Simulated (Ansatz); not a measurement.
SnO₂ (I4_1/amd) from a database of computed structures, relaxed with r2SCAN, was run in Ansatz 0.2.0 under altered settings. All numbers are computed, without spin polarisation but where a row says otherwise.

```
CELL_PARAMETERS angstrom
-1.99964 1.99964 5.10125
1.99964 -1.99964 5.10125
1.99964 1.99964 -5.10125
ATOMIC_POSITIONS crystal
Sn 0.75000 0.25000 0.50000
Sn 0.00000 0.00000 0.00000
O 0.79634 0.79634 0.00000
O 0.95366 0.45366 0.50000
O 0.20366 0.20366 0.00000
O 0.54634 0.04634 0.50000
```

The base run's other keys:
```yaml
kpoints:
  mp_grid: { grid: [4, 4, 4] }
hamiltonian:
  xc: hse06
scf:
  occupations: { method: fixed }
  n_extra_bands: 5
```

It takes 14 iterations with 1605 plane waves at 420 eV and 13 k points, and leaves a mean stress of -1.27 GPa. The gap over this mesh is 3.392 eV. It ran on 4 threads of Intel(R) Xeon(R) Processor @ 2.50GHz (Skylake/Cascade Lake), on a shared host.

Outcomes, with energy and stress as changes against the base:
```csv
setting,outcome,ΔF (meV/atom),Δ mean stress (GPa),gap on the mesh (eV),iterations,wall time
"PBE hybrid, exx coeff 0.05, omega 0.1 1/Å",converged,–,+6.3,2.094,12,48 s
"PBE hybrid, exx coeff -0.2, omega 0.3 1/Å",refused,–,–,–,–,0.07 s
basis.ecutwfc: 500,converged,-4.3,0.0,3.394,14,87 s
```
A dash marks a value that wasn't obtained or can't be compared. Stress is positive in compression. The base took 49 s.

- PBE hybrid, exx coeff 0.05, omega 0.1 1/Å. That is 5 % exact exchange, screened with ω = 0.1 1/Å, against HSE06's 25 % screened at 0.208 1/Å. The mean stress moves by +6.3 GPa and the gap on the mesh by -1.298 eV (to 2.094). Totals of different functionals aren't comparable. The program warns that on this mesh the truncation of the exchange isn't bounded, so part of the change can be an error of the mesh.
- PBE hybrid, exx coeff -0.2, omega 0.3 1/Å. The input is refused before any iteration. Error: invalid value for `hamiltonian.xc.exx.coeff`: must be finite and in (0, 1]; got -0.2
- basis.ecutwfc: 500. 2091 plane waves in place of 1605. The free energy moves by -4.3 meV an atom, the mean stress by 0.0 GPa and the gap on the mesh by +0.002 eV (to 3.394). The base cutoff was converged to that degree.

No spin-orbit coupling is included; it can move band edges with weight on the heavy atoms by tenths of an eV.

The program warns that its thresholds are loose for a hybrid's stress.

The meshes of the hybrids are coarse, so their gaps aren't converged to the digits shown.
